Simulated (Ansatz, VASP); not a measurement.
# Two plane-wave programs on AlRu

```xyz
2
Lattice="2.6134 0.0000 0.0000 0.0000 2.6134 0.0000 0.0000 0.0000 3.9201" Properties=species:S:1:pos:R:3 pbc="T T T"
Al    0.0000    0.0000    0.0000
Ru    1.3067    1.3067    1.9601
```

Alike in both runs: task single point; functional PBEsol; k mesh 18 × 18 × 18; occupations gaussian, width 0.15 eV; no spin polarisation.

```csv
,VASP,Ansatz
version,VASP 6.6.1,Ansatz 0.2.0
potentials or method,"VASP PAW PBE potentials, release 64 (Al, Ru_pv)","scalar-relativistic, plane waves, PAW"
plane-wave cutoff (eV),520,420
valence electrons in the cell,17,19
```

|  | VASP | Ansatz | Ansatz less VASP |
| --- | --- | --- | --- |
| gap on the k mesh at the Fermi level (eV) | none | none | - |
| pressure (GPa) | 7.0 | 6.9 | -0.11 |
| largest component of the traceless stress (GPa) | 20.48 | 20.43 | -0.051 |

A gap of «none» marks a metal or a gap that the smearing closes. The two sets of potentials don't hold the same shells in valence.

Caveats: the PAW data sets were made with another functional, which shifts forces and pressure a little (VASP).
